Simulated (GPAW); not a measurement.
Runs of GPAW 26.7.0 on HgTe (Coloradoite). Symmetry: F-43m, No. 216, cubic system. The conventional cell has a = 6.429 Å, b = 6.429 Å, c = 6.429 Å, α = 90.00°, β = 90.00°, γ = 90.00°. Hg (site symmetry -43m) is surrounded by 4 Te at 2.78 Å. Te (site symmetry -43m) is surrounded by 4 Hg at 2.78 Å. 

| task | level | potentials or basis | cell | optimizer | fmax | max steps | convergence | band path | gap on the mesh (eV) | pressure (GPa) | relaxed volume (Å³/atom) |
| --- | --- | --- | --- | --- | --- | --- | --- | --- | --- | --- | --- |
| relaxation of cell and atoms | PBEsol+D3(BJ)+ATM | PAW data sets generated in the run's folder for this functional, pw | relaxed | BFGS | 0.02 eV/Å | 60 | density=1e-05 forces=0.0001 | - | none | 0.0 | (a) |
| relaxation of cell and atoms | PBEsol | PAW data sets generated in the run's folder for this functional, pw | relaxed | BFGS | 0.02 eV/Å | 60 | density=1e-05 forces=0.0001 | - | none | 0.1 | 34.42 |
| band structure | PBEsol | PAW data sets generated in the run's folder for this functional, pw | as given | - | - | - | - | GXWKGLUWLK,UX | - | 1.7 | - |
| relaxation of cell and atoms | PBEsol+D3 | PAW data sets generated in the run's folder for this functional, pw | relaxed | BFGS | 0.02 eV/Å | 60 | density=1e-05 forces=0.0001 | - | none | 0.0 | 33.33 |

Alike in all rows: no spin polarisation; k mesh 7 × 7 × 7; cutoff (eV) 600; smearing fermi-dirac 0.05 eV.

Task: Estimate the missing entries.

Result: (a) 33.36.

Caveats: later steps reuse the first step's grids (some runs); pairwise dispersion overbinds metals, which lowers pressure and volume (some runs); spin-orbit coupling is left out, which moves the levels of the heavy elements (some runs).

A k mesh can miss the band edges, and the runs leave out spin-orbit coupling on Hg, Te.

A gap of «none» marks a metal or a gap under the smearing width.
